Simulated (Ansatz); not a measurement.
Method: Ansatz 0.2.0, DFT PBE, scalar-relativistic, plane waves, PAW.

Structure of NbN:

```yaml
crystal:
  lattice:
    - [0.00000, 2.21077, 2.21077]
    - [2.21077, 0.00000, 2.21077]
    - [2.21077, 2.21077, 0.00000]
  atoms:
    - { symbol: Nb, position: [0.50000, 0.50000, 0.50000] }
    - { symbol: N, position: [0.00000, 0.00000, 0.00000] }
```

Cutoff 420 eV; k points 16×16×16 on the computed 2-atom cell (Γ-centred); Gaussian smearing, width 0.10 eV; no spin polarisation.

Levels along Γ–X–U | K–Γ–L–W–X, in eV from the Fermi level, sorted by energy at each point. Points in fractions of the primitive reciprocal vectors: Γ (0.000 0.000 0.000), X (0.500 0.000 0.500), U (0.625 0.250 0.625), K (0.375 0.375 0.750), L (0.500 0.500 0.500), W (0.500 0.250 0.750).
| point | k (1/Å, with 2π) | band 8 | band 9 | band 10 | band 11 | band 12 | band 13 | band 14 |
| --- | --- | --- | --- | --- | --- | --- | --- | --- |
| Γ | 0.000 | -3.29 | -1.96 | -1.96 | -1.96 | -0.14 | -0.14 | 3.05 |
| - | 0.203 | -3.62 | -2.18 | -1.40 | -1.40 | -0.07 | 0.81 | 3.52 |
| - | 0.406 | -4.04 | -2.72 | -0.34 | -0.34 | 0.13 | 1.86 | 5.03 |
| - | 0.609 | -4.26 | -3.38 | 0.45 | 0.81 | 0.81 | 2.57 | 6.92 |
| - | 0.812 | -4.29 | -4.01 | 0.82 | 1.79 | 1.79 | 3.21 | 8.24 |
| - | 1.015 | -4.17 | -4.17 | 1.18 | 2.42 | 2.42 | 3.72 | 8.68 |
| - | 1.218 | -4.03 | -4.03 | 1.45 | 2.66 | 2.66 | 3.91 | 8.78 |
| X | 1.421 | -3.96 | -3.96 | 1.55 | 2.70 | 2.70 | 3.87 | 9.31 |
| - | 1.493 | -4.02 | -3.89 | 1.63 | 2.69 | 2.69 | 3.88 | 9.33 |
| - | 1.565 | -4.17 | -3.70 | 1.87 | 2.64 | 2.65 | 3.91 | 9.39 |
| - | 1.636 | -4.41 | -3.44 | 2.22 | 2.55 | 2.58 | 3.95 | 9.49 |
| - | 1.708 | -4.68 | -3.12 | 2.44 | 2.50 | 2.67 | 3.98 | 9.62 |
| - | 1.780 | -4.98 | -2.75 | 2.30 | 2.38 | 3.19 | 3.99 | 9.79 |
| - | 1.852 | -5.27 | -2.33 | 2.13 | 2.25 | 3.74 | 3.98 | 9.97 |
| U | 1.923 | -5.55 | -1.87 | 1.93 | 2.10 | 3.92 | 4.30 | 10.19 |
| K | 1.923 | -5.55 | -1.87 | 1.93 | 2.10 | 3.92 | 4.30 | 10.19 |
| - | 2.139 | -6.02 | -0.30 | 1.23 | 1.56 | 3.56 | 5.85 | 10.24 |
| - | 2.354 | -5.95 | 0.45 | 0.92 | 1.12 | 3.01 | 6.62 | 8.17 |
| - | 2.569 | -5.68 | -0.33 | 0.25 | 1.43 | 2.40 | 6.12 | 6.85 |
| - | 2.785 | -5.17 | -1.00 | -0.41 | 0.63 | 1.60 | 4.61 | 5.93 |
| - | 3.000 | -4.47 | -1.53 | -1.04 | -0.51 | 0.89 | 2.69 | 4.68 |
| - | 3.215 | -3.72 | -1.85 | -1.62 | -1.45 | 0.23 | 0.84 | 3.52 |
| Γ | 3.431 | -3.29 | -1.96 | -1.96 | -1.96 | -0.14 | -0.14 | 3.05 |
| - | 3.607 | -3.74 | -1.78 | -1.78 | -1.66 | 0.36 | 0.36 | 3.36 |
| - | 3.782 | -4.56 | -1.38 | -1.38 | -1.23 | 1.49 | 1.49 | 4.12 |
| - | 3.958 | -5.37 | -0.81 | -0.81 | -0.77 | 2.82 | 2.82 | 5.02 |
| - | 4.134 | -6.04 | -0.18 | -0.12 | -0.12 | 4.16 | 4.16 | 5.65 |
| - | 4.310 | -6.54 | 0.57 | 0.61 | 0.61 | 5.37 | 5.37 | 5.61 |
| - | 4.486 | -6.84 | 1.20 | 1.20 | 1.43 | 4.95 | 6.26 | 6.26 |
| L | 4.661 | -6.94 | 1.43 | 1.43 | 1.92 | 4.46 | 6.61 | 6.61 |
| - | 4.805 | -6.88 | 1.20 | 1.41 | 1.86 | 4.74 | 6.53 | 6.57 |
| - | 4.948 | -6.71 | 0.74 | 1.24 | 1.85 | 5.07 | 6.29 | 6.77 |
| - | 5.092 | -6.48 | 0.31 | 0.86 | 2.00 | 4.84 | 5.92 | 7.64 |
| - | 5.236 | -6.25 | 0.03 | 0.45 | 2.23 | 4.34 | 5.45 | 8.86 |
| - | 5.379 | -6.04 | -0.10 | 0.12 | 2.46 | 3.83 | 4.96 | 10.12 |
| - | 5.523 | -5.95 | -0.12 | -0.06 | 2.65 | 3.45 | 4.59 | 11.20 |
| W | 5.666 | -5.96 | -0.11 | -0.11 | 2.71 | 3.30 | 4.45 | 11.51 |
| - | 5.768 | -5.93 | -0.80 | 0.56 | 2.71 | 3.26 | 4.42 | 11.03 |
| - | 5.869 | -5.85 | -1.49 | 1.18 | 2.71 | 3.12 | 4.34 | 10.49 |
| - | 5.971 | -5.71 | -2.15 | 1.71 | 2.71 | 2.88 | 4.21 | 10.04 |
| - | 6.072 | -5.15 | -2.77 | 2.15 | 2.52 | 2.71 | 4.08 | 9.71 |
| - | 6.174 | -4.58 | -3.32 | 2.09 | 2.46 | 2.71 | 3.96 | 9.48 |
| - | 6.275 | -4.14 | -3.76 | 1.71 | 2.64 | 2.70 | 3.89 | 9.36 |
| X | 6.377 | -3.96 | -3.96 | 1.55 | 2.70 | 2.70 | 3.87 | 9.31 |